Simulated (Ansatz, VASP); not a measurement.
# AlPt in VASP and in Ansatz

File INCAR:

```
SYSTEM = AlPt
ALGO     = Normal         ! electronic algorithm
EDIFF    = 1E-6           ! SCF threshold, eV
ENCUT    = 520            ! plane-wave cutoff, eV
GGA      = CA             ! functional
ISIF     = 2              ! what is computed and relaxed
ISMEAR   = -1             ! smearing method
LASPH    = .TRUE.         ! aspherical terms in the spheres
LCHARG   = .TRUE.         ! write CHGCAR
LELF     = .TRUE.         ! ELF
LREAL    = .FALSE.        ! projectors in reciprocal space
LVHAR    = .TRUE.       
LWAVE    = .FALSE.        ! write WAVECAR
NBANDS   = 14             ! bands
NELM     = 80             ! most SCF steps
PREC     = Accurate       ! precision mode
SIGMA    = 0.05           ! smearing width, eV
```

KPOINTS

```
k-points
0
G
  12 12 12
  0 0 0
```

The input POSCAR:

```
AlPt
1.0
    2.8699370784      0.0000000000      0.0000000000
    0.0000000000      2.8699370784      0.0000000000
    0.0000000000      0.0000000000      2.8699370784
Al Pt
1 1
Direct
    0.0000000000      0.0000000000      0.0000000000
    0.5000000000      0.5000000000      0.5000000000
```

Input for Ansatz:

```yaml
crystal:
  lattice:
    - [2.8699370784, 0.0, 0.0]
    - [0.0, 2.8699370784, 0.0]
    - [0.0, 0.0, 2.8699370784]
  atoms:
    - { symbol: Al, position: [0.0, 0.0, 0.0] }
    - { symbol: Pt, position: [0.5, 0.5, 0.5] }
kpoints:
  mp_grid: { grid: [12, 12, 12] }
  band_path:
    path:
      - [0.0, 0.0, 0.0]
      - [0.0, 0.5, 0.0]
      - [0.5, 0.5, 0.0]
      - [0.0, 0.0, 0.0]
      - [0.5, 0.5, 0.5]
      - [0.0, 0.5, 0.0]
      - [0.5, 0.5, 0.5]
      - [0.5, 0.5, 0.0]
    npoints: 6
scf:
  occupations: { method: fermi_dirac, width: 0.05 }
hamiltonian:
  xc: lda
  pseudopotentials: { kind: all_electron, lapw: { basis_error: 0.001 } }
output:
  forces: true
  stress: true
  eigenvalues: true
  populations: true
```

Change from the starting cell: volume scaled by 0.8, LAPW.

Alike in both runs: task single point; functional LDA; k mesh 12 × 12 × 12; occupations fermi-dirac, width 0.05 eV; no spin polarisation.

|  | VASP | Ansatz |
| --- | --- | --- |
| version | VASP 6.6.1 | Ansatz 0.2.0 |
| potentials or method | VASP PAW LDA potentials, release 64 (Al, Pt) | all-electron LAPW, scalar-relativistic |
| plane-wave cutoff (eV) | 520 | see its input |

```tsv
	VASP	Ansatz	Ansatz less VASP
pressure (GPa)	55.8	54.1	-1.72
```

Ansatz ran all-electron here, so the differences hold the error of VASP's frozen core and of both bases.

Caveats: so large a pressure means that the cell lies far from this level's equilibrium, or that cutoff or potentials fall short (VASP). Spin-orbit coupling is left out, which matters for the levels of Pt.
